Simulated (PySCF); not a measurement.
Peak assignment

Cartesian coordinates in Å; atom numbers follow the order of the lines, from 1:
```xyz
11

C    -1.457    0.193    0.322
C    -0.159   -0.578    0.200
C     1.042    0.312    0.035
O     1.026    1.515    0.013
O     2.175   -0.395   -0.086
H    -2.307   -0.491    0.456
H    -1.427    0.881    1.179
H    -1.640    0.802   -0.575
H    -0.170   -1.273   -0.656
H     0.027   -1.216    1.080
H     2.891    0.251   -0.184
```

[PySCF: coordinates at the PBE0-D3(BJ)/def2-SVP level; shielding tensors at B3LYP/pcSseg-2 (GIAO); couplings computed with B3LYP/pcJ-1 (without the spin–dipole term); single conformer; no solvent; relativity neglected; rapidly exchanging positions averaged]

Referencing at the same level of theory: ¹³C (σ = 179.19 ppm), ¹H (σ = 31.39 ppm) against TMS.

(1) Assign these signals to the numbered atoms. ¹³C{¹H} NMR (computed): δ 183.7, 28.7, 10.4.

(2) Assign these signals to the numbered atoms. ¹H NMR (500 MHz, computed): δ 5.77 (br s, 1H), 2.37 (q, J = 8.5 Hz, 2H), 1.08 (t, J = 8.5 Hz, 3H).

Results:

(1) 
```tsv
δ (ppm)	atoms	environment	reason
183.7	C3	carboxylic acid carbon	lone-pair donation from the attached heteroatom keeps it upfield of a ketone carbonyl
28.7	C2	sp3 CH2 α to a carbonyl	α to the electron-withdrawing carbonyl group
10.4	C1	methyl carbon	a saturated carbon with 1 carbon neighbour and no heteroatom attached
```

(2) 
5.77 → H11, hydrogen on an acid hydroxyl oxygen: exchangeable; this is the value without hydrogen bonding to other molecules
2.37 → H9/H10, hydrogen on an sp3 CH2 α to a carbonyl: α to C=O
1.08 → H6/H7/H8, hydrogen on a methyl carbon

Exchangeable OH/NH protons stand at their gas-phase positions; hydrogen bonding in a real sample shifts them, mostly to higher δ. Multiplet labels drop couplings under 1 Hz and merge nearly equal ones. Unscaled 3J(H,H) at this level run about 10 % above measured values. Shifts are as computed. Against solution values, carbons near 30 ppm lie about +3 ppm off and those near 130 ppm about +8 ppm. Of 1211 compounds with measured shifts, 218 miss one by over three times the rms of a fit or turn the order of signals round; such compounds aren't used in these exercises. Hydrogen bonding in solution deshields acid and N–H amide carbonyl carbons by as much as 10 ppm beyond these values.
